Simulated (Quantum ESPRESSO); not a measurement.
# FeO (Wuestite) (R-3m) in Quantum ESPRESSO: notebook, part 2 of 2

Quantum ESPRESSO 7.5. Earlier steps stand in the parts before.

## (3) Phonons, LDA, collinear spin, ferromagnetic start, target pressure 50 GPa, at which the enthalpy is minimised

pw.in reads:

```
&CONTROL
  calculation = 'scf'
  prefix = 'pwscf'
  outdir = './tmp'
  pseudo_dir = './pseudo'
  tprnfor = .true.
  tstress = .true.
  disk_io = 'low'
/
&SYSTEM
  ibrav = 0
  celldm(1) = 8
  nat = 2
  ntyp = 2
  ecutwfc = 90
  nbnd = 21
  occupations = 'smearing'
  smearing = 'fd'
  degauss = 0.00367493
  nspin = 2
  starting_magnetization(1) = 0.1875
  starting_magnetization(2) = 0
/
&ELECTRONS
  conv_thr = 4d-10
  electron_maxstep = 120
  mixing_beta = 0.3
/
ATOMIC_SPECIES
Fe    55.8450 Fe.upf
O     15.9990 O.upf
CELL_PARAMETERS alat
  0.3587694422130   0.2071356340402   0.5951638772153
 -0.3587694422130   0.2071356340402   0.5951638772153
  0.0000000000000  -0.4142712680803   0.5951638772153
ATOMIC_POSITIONS crystal
Fe     0.0000000000    0.0000000000    0.0000000000
O      0.5000000000    0.5000000000    0.5000000000
K_POINTS automatic
4 4 4 1 1 1
```

relax.in reads:

```
&CONTROL
  calculation = 'vc-relax'
  prefix = 'pwscf'
  outdir = './tmp'
  pseudo_dir = './pseudo'
  tprnfor = .true.
  tstress = .true.
  disk_io = 'low'
  nstep = 40
  forc_conv_thr = 0.0001
  etot_conv_thr = 1d-06
/
&SYSTEM
  ibrav = 0
  celldm(1) = 8
  nat = 2
  ntyp = 2
  ecutwfc = 90
  nbnd = 21
  occupations = 'smearing'
  smearing = 'fd'
  degauss = 0.00367493
  nspin = 2
  starting_magnetization(1) = 0.1875
  starting_magnetization(2) = 0
/
&ELECTRONS
  conv_thr = 4d-10
  electron_maxstep = 120
  mixing_beta = 0.3
/
&IONS
  ion_dynamics = 'bfgs'
/
&CELL
  cell_dynamics = 'bfgs'
  press = 500
  press_conv_thr = 0.2
/
ATOMIC_SPECIES
Fe    55.8450 Fe.upf
O     15.9990 O.upf
CELL_PARAMETERS alat
  0.3587694422130   0.2071356340402   0.5951638772153
 -0.3587694422130   0.2071356340402   0.5951638772153
  0.0000000000000  -0.4142712680803   0.5951638772153
ATOMIC_POSITIONS crystal
Fe     0.0000000000    0.0000000000    0.0000000000
O      0.5000000000    0.5000000000    0.5000000000
K_POINTS automatic
4 4 4 1 1 1
```

scf2.in reads:

```
&CONTROL
  calculation = 'scf'
  prefix = 'pwscf'
  outdir = './tmp'
  pseudo_dir = './pseudo'
  tprnfor = .true.
  tstress = .true.
  disk_io = 'low'
/
&SYSTEM
  ibrav = 0
  celldm(1) = 8
  nat = 2
  ntyp = 2
  ecutwfc = 90
  nbnd = 21
  occupations = 'smearing'
  smearing = 'fd'
  degauss = 0.00367493
  nspin = 2
  starting_magnetization(1) = 0.1875
  starting_magnetization(2) = 0
/
&ELECTRONS
  conv_thr = 1d-13
  electron_maxstep = 120
  mixing_beta = 0.3
  startingpot = 'file'
  startingwfc = 'file'
/
ATOMIC_SPECIES
Fe    55.8450 Fe.upf
O     15.9990 O.upf
CELL_PARAMETERS alat
  0.2939642814776   0.1697203570432   0.6262076119492
 -0.2939642814776   0.1697203570432   0.6262076119492
 -0.0000000000000  -0.3394407140865   0.6262076119492
ATOMIC_POSITIONS crystal
Fe     0.0000000000    0.0000000000    0.0000000000
O      0.5000000000    0.5000000000    0.5000000000
K_POINTS automatic
4 4 4 1 1 1
```

ph.in reads:

```
phonons of FeO
&INPUTPH
  prefix = 'pwscf'
  outdir = './tmp'
  tr2_ph = 1d-18
  fildyn = 'dyn'
  niter_ph = 90
  alpha_mix(1) = 0.4
/
0.0000000000 0.0000000000 0.0000000000
```

dynmat.in reads:

```
&INPUT
  fildyn = 'dyn'
  asr = 'crystal'
  filout = 'dynmat.disp'
  fileig = 'dynmat.eig'
/
```

Potentials or basis: PseudoDojo 0.4.1 SR LDA standard.

Command:

```bash
$ OMP_NUM_THREADS=1 pw.x -in pw.in > pw.out
$ OMP_NUM_THREADS=1 pw.x -in relax.in > relax.out
$ OMP_NUM_THREADS=1 pw.x -in scf2.in > scf2.out
$ OMP_NUM_THREADS=1 ph.x -in ph.in > ph.out
$ OMP_NUM_THREADS=1 dynmat.x -in dynmat.in > dynmat.out
```

pw.out:

```text
This program is part of the open-source Quantum ESPRESSO suite
     for quantum simulation of materials; please cite
         "P. Giannozzi et al., J. Phys.:Condens. Matter 21 395502 (2009);
         "P. Giannozzi et al., J. Phys.:Condens. Matter 29 465901 (2017);
         "P. Giannozzi et al., J. Chem. Phys. 152 154105 (2020);
     in publications or presentations arising from this work. More details at

     Message from routine setup:
     using ibrav=0 with symmetry is DISCOURAGED, use correct ibrav instead

     G-vector sticks info
     --------------------
     sticks:   dense  smooth     PW     G-vecs:    dense   smooth      PW
     Sum         831     831    253                15695    15695    2667

     Using Slab Decomposition

     bravais-lattice index     =            0
     lattice parameter (alat)  =       8.0000  a.u.
     unit-cell volume          =     135.8714 (a.u.)^3
     number of atoms/cell      =            2
     number of atomic types    =            2
     number of electrons       =        22.00
     number of Kohn-Sham states=           21
     kinetic-energy cutoff     =      90.0000  Ry
     charge density cutoff     =     360.0000  Ry
     scf convergence threshold =      4.0E-10
     mixing beta               =       0.3000
     number of iterations used =            8  plain     mixing
     Exchange-correlation= SLA  PW   NOGX NOGC
                           (   1   4   0   0   0   0   0)

     celldm(1)=   8.000000  celldm(2)=   0.000000  celldm(3)=   0.000000
[... 268 lines left out ...]
          k =-0.0000-0.4023 0.3500 (  1960 PWs)   bands (ev):

   -71.1044 -37.5488 -37.5232 -37.5035  -4.9560   7.4326   9.2812   9.3210
    13.9756  14.0018  14.4227  15.1112  16.3648  18.6347  24.8500  26.8703
    29.3262  33.8492  34.9920  36.9111  40.6545

          k =-0.0000 0.8046-0.0700 (  1957 PWs)   bands (ev):

   -71.1020 -37.5646 -37.5301 -37.5100  -4.5170   6.3713   8.6764   9.0293
    14.1168  14.5937  14.7300  16.2946  16.4184  19.5765  23.2901  26.0851
    27.6249  34.4366  36.4803  38.0596  39.5788

          k =-0.0000 0.4023 0.0700 (  1969 PWs)   bands (ev):
[... 19 lines left out ...]
   -71.1020 -37.5542 -37.5305 -37.5197  -4.6053   6.9937   8.7378   9.0332
    13.7259  14.5521  14.6786  15.2726  16.3496  20.4003  23.7844  25.0771
    28.1548  33.0957  36.8527  38.7879  41.5716

          k = 0.6968 0.4023-0.3500 (  1963 PWs)   bands (ev):

   -71.1006 -37.5615 -37.5397 -37.5205  -4.5296   7.2625   9.0353   9.5740
    12.4739  14.8190  14.8423  14.9585  15.2381  20.7063  23.2785  25.4010
    29.2412  29.9379  40.0954  41.0674  43.1052

          k =-0.0000 0.0000 0.6301 (  1967 PWs)   bands (ev):
[... 7 lines left out ...]
   -71.1015 -37.5692 -37.5312 -37.5115  -4.4882   6.9485   8.2556   9.0693
    14.0550  14.4782  14.6019  15.3911  16.4018  21.5070  22.7916  24.3584
    28.4669  33.5242  35.9442  39.2439  41.4025

     the Fermi energy is    14.0616 ev

!    total energy              =    -283.45939709 Ry
     estimated scf accuracy    <          1.7E-10 Ry
     smearing contrib. (-TS)   =      -0.00105762 Ry
     internal energy E=F+TS    =    -283.45833947 Ry

     The total energy is F=E-TS. E is the sum of the following terms:
     one-electron contribution =    -125.41670948 Ry
     hartree contribution      =      75.07566122 Ry
     xc contribution           =     -43.42688676 Ry
     ewald contribution        =    -189.69040444 Ry

     total magnetization       =     4.00 Bohr mag/cell
     absolute magnetization    =     4.01 Bohr mag/cell

     convergence has been achieved in  12 iterations

     Forces acting on atoms (cartesian axes, Ry/au):

     atom    1 type  1   force =     0.00000000    0.00000000   -0.00000000
     atom    2 type  2   force =    -0.00000000   -0.00000000    0.00000000

     Total force =     0.000000     Total SCF correction =     0.000000

     Computing stress (Cartesian axis) and pressure

          total   stress  (Ry/bohr**3)                   (kbar)     P=     -170.10
  -0.00105950  -0.00000000   0.00000000         -155.86       -0.00        0.00
   0.00000000  -0.00105950   0.00000000            0.00     -155.86        0.00
   0.00000000   0.00000000  -0.00134990            0.00        0.00     -198.58

=------------------------------------------------------------------------------=
   JOB DONE.
=------------------------------------------------------------------------------=
```

relax.out:

```text
This program is part of the open-source Quantum ESPRESSO suite
     for quantum simulation of materials; please cite
         "P. Giannozzi et al., J. Phys.:Condens. Matter 21 395502 (2009);
         "P. Giannozzi et al., J. Phys.:Condens. Matter 29 465901 (2017);
         "P. Giannozzi et al., J. Chem. Phys. 152 154105 (2020);
[... 464 lines left out ...]
   0.00000000   0.00339328   0.00000000            0.00      499.17        0.00
   0.00000000   0.00000000   0.00342054            0.00        0.00      503.18

=------------------------------------------------------------------------------=
   JOB DONE.
=------------------------------------------------------------------------------=
```

It took 9.4 min on 1 thread of Arm Neoverse V1, shared host; peak memory 0.06 GiB.

Results:

```yaml
Free_energy: -3856.2144 eV
Relaxed_volume: 7.11 Å³/atom
Relaxed_cell: a = 3.015 Å, b = 3.015 Å, c = 3.015 Å, α = 48.75°, β = 48.75°, γ = 48.75°
Space_group_after_relaxing_to_0.05_Å: R-3m (No. 166)
Pressure_after_relaxing: 50.1 GPa
Band_gap_on_the_k_mesh: none (metal or under the smearing width)
Net_moment: 2.21 μB per cell
Absolute_moment: 2.22 μB per cell
Site_moments: Fe +1.94; O +0.10 μB
Valence_electrons_inside_the_program's_atomic_spheres: Fe 13.55; O 5.81
Highest_phonon_frequency_at_Γ: 439 cm⁻¹
```

Stress tensor (GPa, compression positive):
```
49.92  0.00  0.00
 0.00 49.92  0.00
 0.00  0.00 50.32
```

Step by step:
```csv
step,energy change (eV),largest force (eV/Å),pressure (GPa),volume (Å³)
1,0.0000,0.0000,-17.01,20.13
2,0.6989,0.0000,80.51,14.01
3,0.1982,0.0000,31.38,15.47
4,0.3290,0.0000,47.40,14.90
5,0.3699,0.0000,52.67,14.72
6,0.3807,0.0000,54.48,14.66
7,0.3830,0.0000,55.30,14.61
8,0.3767,0.0000,54.73,14.58
9,0.3609,0.0000,51.98,14.56
10,0.3473,0.0000,37.87,14.63
11,0.3433,0.0000,42.51,14.60
12,0.3478,0.0000,37.82,14.63
13,0.3396,0.0000,41.08,14.61
14,0.3412,0.0000,38.64,14.62
15,0.3390,0.0000,40.84,14.61
16,0.3378,0.0000,40.22,14.61
17,0.3389,0.0000,40.81,14.61
18,0.3387,0.0000,40.71,14.61
19,0.5465,0.0000,59.44,13.93
20,0.4370,0.0000,49.24,14.25
21,0.4455,0.0000,49.94,14.23
22,0.4472,0.0000,50.04,14.22
23,0.4469,0.0000,50.01,14.22
```

Final structure:
```
Fe O
1.0
     1.24447    0.71850    2.65100
    -1.24447    0.71850    2.65100
     0.00000   -1.43699    2.65100
Fe O
1 1
Direct
  0.00000 0.00000 0.00000
  0.50000 0.50000 0.50000
```

Phonon frequencies in cm⁻¹ (negative: imaginary):
```csv
q point,frequencies
"(0.000, 0.000, 0.000)",2 2 3 381 381 439
```

Optical modes at Γ, degenerate ones joined:
```csv
cm⁻¹,components,symmetry,active in
381,2,Eu,IR
439,1,A2u,IR
```

Caveat: the k mesh is coarse (spacing up to 0.63 Å⁻¹), so the values aren't converged; the mesh is thin for the phonons of a metal; the volume moved by over 15 % at a fixed basis, so the end points are rough; the cell is more than 3 GPa from zero pressure, which shifts response properties; a cell with one magnetic atom can't hold antiferromagnetic order, which such compounds often take; semilocal functionals often make such compounds metallic where correlation or magnetic order opens a gap, which also shifts bond lengths. With open d or f shells a metallic result of LDA can be an artefact of self-interaction; +U or a hybrid may open a gap.
